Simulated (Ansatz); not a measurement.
# Gap against volume in rock-salt LiH, size series (216 atoms)

The cell holds 216 atoms: 108 Li and 108 H. Cell: a = 12.081 Å, b = 12.081 Å, c = 12.081 Å, α = 90.0°, β = 90.0°, γ = 90.0°. It derives from LiH (rock-salt), repeated 3×3×3. The starting structure: Rock-salt LiH (a = 4.083 Å), 3 x 3 x 3 conventional cells; ideal positions.

Calculated with Ansatz 0.2.0: Kohn-Sham DFT, PBE, PAW (set soft_2), plane waves; cutoff 420 eV, Γ point, fixed occupations. The relaxed cell was scaled evenly and the atoms were relaxed at each volume. The gap is that between the highest filled and the lowest empty Kohn-Sham level on the run's k-points.

| volume (Å³/atom) | gap (eV) |
| --- | --- |
| 7.3466 | 2.889 |
| 7.6731 | 2.928 |
| 7.9180 | 2.954 |
| 8.1629 | 2.978 |
| 8.4078 | ? |
| 8.6526 | 3.018 |

Task: Fit a straight line in ln V to the rows given and interpolate to the withheld row.

Worked fit:

A volume deformation potential makes the spacing linear in u = ln(V/V0), with V0 = 8.1629 Å³ the relaxed volume; v is the spacing.

| u = ln(V/V0) | v (eV) |
| --- | --- |
| -0.105361 | 2.889 |
| -0.0618759 | 2.9282 |
| -0.0304598 | 2.9542 |
| 0 | 2.9781 |
| 0.0582688 | 3.0183 |

With n = 5: mean u = -0.0278855, mean v = 2.95356, Σ(u − ū)² = 0.015365, Σ(u − ū)(v − v̄) = 0.012124. Slope b = 0.012124 / 0.015365 = 0.78909; intercept a = v̄ − b ū = 2.9756.

At the withheld volume u = 0.02956, and v = a + b u.

Prediction at 8.4078: 2.999 eV. The run gave 2.999 eV, so the fit is low by 4.1e-4 eV (0.014 % of the value).

The slope, +0.79 eV, says that the spacing widens on expansion. Among the rows given, the largest miss of the fit is at 7.3466, by 0.0034 eV (2.6 % of the range of the table).

Limits: The table spans 16 % in volume, wide for a linear law. Semilocal functionals tend to put gaps under measured ones. Only the Γ point is sampled. The mesh needn't hold the band edges.

[Hosts, paths, dates, database ids (printed as entryN), source tags and the programs' standing remarks are cut or masked in the printed files.]
